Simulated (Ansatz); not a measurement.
## SiO2 — 17O nuclear quadrupole resonance

Cell: a computed structure from the Materials Project (it need not be an observed phase).

Space group R-3m:H (No. 166); a = 13.5970, c = 14.8360 Å, γ = 120.00°.

```
site  Wyckoff  site symmetry       x       y       z
  Si      36i              1  0.8953  0.5621  0.4376
 O13      18f             .2  0.9293  0.5959  0.3333
 O19      18h             .m  0.8018  0.9009  0.8789
 O25      18h             .m  0.7867  0.2133  0.4637
 O31      18g             .2  0.0000  0.3526  0.5000
```

One atom of each set is listed; the run and its k-mesh use a cell of 36 atoms with edges of 9.28, 9.28, 9.28 Å.

The numbers come from a DFT calculation in Ansatz (PBE, plane waves and PAW, scalar-relativistic, 420 eV cutoff, Γ-centred 3×3×3 k-points, Fermi–Dirac smearing 0.02 eV).

17O: I = 5/2, Q = -25.58 mb (year-2017 value). Static lattice, zero field.

Task: At which frequencies do the 17O NQR lines lie?

Result: For I = 5/2 and η = 0 the lines are 3|C_Q|/20 and twice that; η pulls their ratio below 2.

```tsv
site	atoms	V_zz (10²¹ V/m²)	C_Q (MHz)	η	line frequencies (MHz)
O13	6	9.29	-5.75	0.16	0.885, 1.71
O19	6	9.31	-5.76	0.10	0.874, 1.72
O25	6	9.60	-5.94	0.14	0.909, 1.77
O31	6	9.52	-5.89	0.13	0.901, 1.76
```

At O13, O19, O25 and O31 V_zz runs parallel to the line that joins its two neighbours (within 1°) in each case.

The largest force is 0.3 eV/Å, so the atoms aren't at the calculated equilibrium and relaxing them would move these values.
